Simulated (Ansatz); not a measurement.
SrCl2 (fluorite (111) film, 1 layers), computed twice by G0W0.

The cell holds 3 atoms: 2 Cl and 1 Sr. Its edges and angles: a = 4.933 Å, b = 4.933 Å, c = 27.100 Å, α = 90.0°, β = 90.0°, γ = 120.0°. It derives from SrCl2. Vacuum lies along c.

```xyz
3
Lattice="4.9333 0.0000 0.0000 -2.4666 4.2723 0.0000 0.0000 0.0000 27.1000" Properties=species:S:1:pos:R:3
Cl    2.4666    1.4241   12.5773
Sr    0.0000    0.0000   13.5500
Cl    0.0000    2.8482   14.5227
```

The structure was relaxed with LDA (ions only). The runs that relaxed it are not among those shown. PAW set soft_2, made with PBE.

The first (Ansatz 0.2.0; start LDA, 3×3×1 mesh, 679 empty bands, screening to 65 eV; 4 threads of Arm Neoverse V1, shared host) gave, on its mesh: starting gap 4.79 eV, G0W0 gap 8.10 eV, mean of 1 + 4πα/V (set by the cell height) 1.24, 1.9 min.

The second gave: starting gap 4.79 eV, G0W0 gap 7.96 eV, mean of 1 + 4πα/V (set by the cell height) 1.24, 23 s.

**Question.** What was changed in the input? Choose among start, files, mesh, bands and cutoff, frequency model or another key.

Changed: empty bands from 679 to 280 and screening cutoff (eV) from 65.0 to 36. The starting gap stayed, which rules out the functional and points to the GW step. Other changes could give like numbers; this is the one that was made.

Limits: not at the basis limit; coarse mesh for a sheet; no spin-orbit coupling.

[Paths, hosts, dates, memory and timing lines, banners, echoed tables and standing remarks are left out of the program output.]

[Logs are printed without paths, hosts, clocks, repeated set-up lines and the standing remarks that a program may print on its own settings, such as how far it seeks lower states.]

[Runs of the session that timed out or met a known fault of the program may be left out.]

[Cells called generated may have been cut or substituted from an entry of the Crystallography Open Database or the Materials Project.]

[Hosts, paths, dates, database ids (printed as entryN), source tags and the programs' standing remarks are cut or masked in the printed files.]
